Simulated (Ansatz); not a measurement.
# Cobalt, dhcp under RPBE: structure, energy and stiffness, part 2 of 2

The plan for cobalt in the dhcp structure: relax it, solve it on a dense k-mesh, then scale the cell to 7 volumes from 88 to 112 % of the relaxed one and try a fit of the equation of state. Spin polarisation is left out, though the real metal is magnetic, so this state lies above the ground state. The k-meshes are 14×14×4 for the relaxation; 19×19×5 for the dense run; 16×16×5 for the volumes.

Ansatz 0.2.0; DFT, RPBE, plane waves (420 eV) with PAW, scalar-relativistic. The steps go on from the part before.

## (8) At 104 % of the relaxed volume

The input, input.yaml:

```yaml
crystal:
  lattice:
    - [2.5010796406, 0.0, 0.0]
    - [-1.2505398203, 2.1659985056, 0.0]
    - [0.0, 0.0, 8.1408947995]
  atoms:
    - { symbol: Co, position: [0.0, 1.0, 0.0] }
    - { symbol: Co, position: [0.0, 1.0, 0.5] }
    - { symbol: Co, position: [0.3333333333, 0.6666666667, 0.25] }
    - { symbol: Co, position: [0.6666666667, 0.3333333333, 0.75] }
hamiltonian:
  xc: rpbe
  pseudopotentials:
    kind: paw
    azcp:
      Co: "pseudopotentials/Co.paw.azcp"
basis:
  ecutwfc: 420
  fft_grid_basis: typed
kpoints:
  mp_grid: { grid: [16, 16, 5], shift: [0, 0, 0] }
magnetization:
  spin_polarized: false
scf:
  occupations: { method: fermi_dirac, width: 0.1 }
  lower_state_search: "off"
output:
  stress: true
```

Log, shortened:

```text
Warning: RAYON_NUM_THREADS=2 ignored (pool sized by the plan → 2); use --threads N
[...]
Pseudopotentials: kind: paw
Pseudopotential: Co, paw, valence charge 17, recommended cutoff 420 eV (normal), <dir>
Functional definition: RPBE
[...]
Crystal: 4 atoms, lattice volume = 44.102 Å³
Basis set: ecut = 420 eV, 861 PW (Γ)
Bands: 41, of which v1, the nominal top of the filled ones, is band 34 counted from 1 (33 counted from 0)
Symmetry: 24 space group operations
Space group: P63/mmc (ITA 194), of the structure as read, at distance tolerance 3.5e-5 Å
k-points: 90 of 1280
[...]
SCF iter   1: F=—  HF=-20523.284157 eV  |F-HF|=—  |Δ(HF+E_count)|=         —  Δρ=1.04e-2  dr2=3.21e-2  ethr=1.77e-3  ⟨swp⟩=5.0  Hψ=10966  notcnv=0  defer=3
[...]
SCF iter   8: F=-20523.285058 eV  HF=-20523.285058 eV  |F-HF|=1.23e-9  |Δ(HF+E_count)|=   4.56e-9  Δρ=4.12e-6  dr2=4.13e-9  ethr=1.47e-10  ⟨swp⟩=2.2  Hψ=10811  notcnv=0
[...]
SCF converged after 8 iterations
Free energy (F): -20523.285058 eV
[...]
E sigma→0 (E₀):  -20523.110295 eV
Entropy (-TS):   -0.349527 eV (-87.382 meV/atom)
Fermi energy:    18.332043 eV
[...]
--- Stress (GPa, compression-positive) ---
       -8.260530       0.000000      -0.000000
        0.000000      -8.260530       0.000000
       -0.000000       0.000000      -8.285232
  P = ⅓ Tr σ = -8.2688 GPa (-82.688 kbar)
```

Wall time 2.1 s (2 threads of Intel Xeon 6975P-C (Granite Rapids), shared host); peak memory 0.45 GiB.

## (9) At 108 % of the relaxed volume

input.yaml: that of step 8 with these lines changed.

```diff
@@ -2,5 +2,5 @@
   lattice:
-    - [2.5010796406, 0.0, 0.0]
-    - [-1.2505398203, 2.1659985056, 0.0]
-    - [0.0, 0.0, 8.1408947995]
+    - [2.5327422378, 0.0, 0.0]
+    - [-1.2663711189, 2.1934191191, 0.0]
+    - [0.0, 0.0, 8.2439550415]
   atoms:
```

Log, shortened:

```text
Warning: RAYON_NUM_THREADS=2 ignored (pool sized by the plan → 2); use --threads N
[...]
[... 3 set-up lines as earlier in the session ...]
[...]
Crystal: 4 atoms, lattice volume = 45.798 Å³
Basis set: ecut = 420 eV, 909 PW (Γ)
Bands: 41, of which v1, the nominal top of the filled ones, is band 34 counted from 1 (33 counted from 0)
[... 1 set-up line as earlier in the session ...]
Space group: P63/mmc (ITA 194), of the structure as read, at distance tolerance 3.6e-5 Å
k-points: 90 of 1280
[...]
SCF iter   1: F=—  HF=-20523.160568 eV  |F-HF|=—  |Δ(HF+E_count)|=         —  Δρ=9.37e-3  dr2=2.41e-2  ethr=1.77e-3  ⟨swp⟩=5.0  Hψ=10950  notcnv=0  defer=4
[...]
SCF iter   8: F=-20523.161585 eV  HF=-20523.161585 eV  |F-HF|=1.48e-9  |Δ(HF+E_count)|=   7.84e-9  Δρ=3.43e-6  dr2=4.30e-9  ethr=1.47e-10  ⟨swp⟩=3.0  Hψ=10432  notcnv=0
[...]
SCF converged after 8 iterations
Free energy (F): -20523.161585 eV
[...]
E sigma→0 (E₀):  -20522.977153 eV
Entropy (-TS):   -0.368864 eV (-92.216 meV/atom)
Fermi energy:    17.486028 eV
[...]
--- Stress (GPa, compression-positive) ---
      -14.757251       0.000000       0.000000
        0.000000     -14.757251       0.000000
        0.000000       0.000000     -14.853090
  P = ⅓ Tr σ = -14.7892 GPa (-147.892 kbar)
```

Wall time 2.1 s (2 threads of Intel Xeon 6975P-C (Granite Rapids), shared host); peak memory 0.45 GiB.

## (10) At 112 % of the relaxed volume

input.yaml: that of step 9 with these lines changed.

```diff
@@ -2,5 +2,5 @@
   lattice:
-    - [2.5327422378, 0.0, 0.0]
-    - [-1.2663711189, 2.1934191191, 0.0]
-    - [0.0, 0.0, 8.2439550415]
+    - [2.5636323826, 0.0, 0.0]
+    - [-1.2818161913, 2.2201707693, 0.0]
+    - [0.0, 0.0, 8.3445009879]
   atoms:
```

Log, shortened:

```text
Warning: RAYON_NUM_THREADS=2 ignored (pool sized by the plan → 2); use --threads N
[...]
[... 3 set-up lines as earlier in the session ...]
[...]
Crystal: 4 atoms, lattice volume = 47.494 Å³
Basis set: ecut = 420 eV, 945 PW (Γ)
Bands: 41, of which v1, the nominal top of the filled ones, is band 34 counted from 1 (33 counted from 0)
[... 2 set-up lines as earlier in the session ...]
k-points: 90 of 1280
[...]
SCF iter   1: F=—  HF=-20522.975726 eV  |F-HF|=—  |Δ(HF+E_count)|=         —  Δρ=8.64e-3  dr2=1.86e-2  ethr=1.77e-3  ⟨swp⟩=4.9  Hψ=10939  notcnv=0  defer=4
[...]
SCF iter   7: F=-20522.976657 eV  HF=-20522.976657 eV  |F-HF|=3.55e-8  |Δ(HF+E_count)|=   9.68e-8  Δρ=1.29e-5  dr2=6.55e-8  ethr=1.47e-10  ⟨swp⟩=4.2  Hψ=13705  notcnv=0
[...]
SCF converged after 7 iterations
Free energy (F): -20522.976657 eV
[...]
E sigma→0 (E₀):  -20522.782548 eV
Entropy (-TS):   -0.388217 eV (-97.054 meV/atom)
Fermi energy:    16.700778 eV
[...]
--- Stress (GPa, compression-positive) ---
      -19.878485       0.000000       0.000000
        0.000000     -19.878485       0.000000
        0.000000       0.000000     -20.033669
  P = ⅓ Tr σ = -19.9302 GPa (-199.302 kbar)
```

It took 1.8 s on 2 threads of Intel Xeon 6975P-C (Granite Rapids), shared host; peak memory 0.46 GiB.

## (11) Fitting the volumes

The cell was scaled evenly, with its shape and the fractional positions fixed.

```
V (Å³/atom)  E − E₀ (meV/atom)  P from the stress (GPa)  P from the fit (GPa)
      9.329              133.4                    40.03                 39.19
      9.753               52.6                    23.48                 22.58
     10.177               10.9                    10.37                  9.45
     10.601                0.1                    -0.03                 -0.94
     11.025               13.9                    -8.27                 -9.18
     11.450               47.2                   -14.79                -15.71
     11.874               95.9                   -19.93                -20.88
```

Fit (Birch-Murnaghan, third order): V₀ = 10.559 Å³/atom, B₀ = 235 GPa, B₀′ = 4.8, largest residual 0.02 meV/atom.

Fit and stress differ a little: one follows E(σ → 0), the other the smeared free energy.

## (12) Results

This closing draws on all 2 parts.

| quantity | value |
| --- | --- |
| space group (spins left aside) | P6_3/mmc (No. 194) |
| conventional cell | a = 2.469 Å, c = 8.035 Å (c/a = 3.255) |
| volume | 10.601 Å³/atom |
| shortest distance | 2.463 Å |
| gap on the mesh | none (levels filled in part) |
| relative to hcp, ferromagnetic | +247 meV/atom |
| V₀, B₀, B₀′ | 10.559 Å³/atom, 235 GPa, 4.8 |

The relaxation shrank the cell by 4.3 % in volume. Against the reference form of cobalt (hcp, ferromagnetic, computed apart with the same settings) it stands 247 meV/atom higher; part of this is magnetic energy, as this run has no moments. Levels at the Fermi energy are filled in part, as in a metal. The fitted modulus is 235 GPa; letting shape and positions relax at each volume could only lower it. The symmetry was held, so the structure may be unstable against distortions that break it.
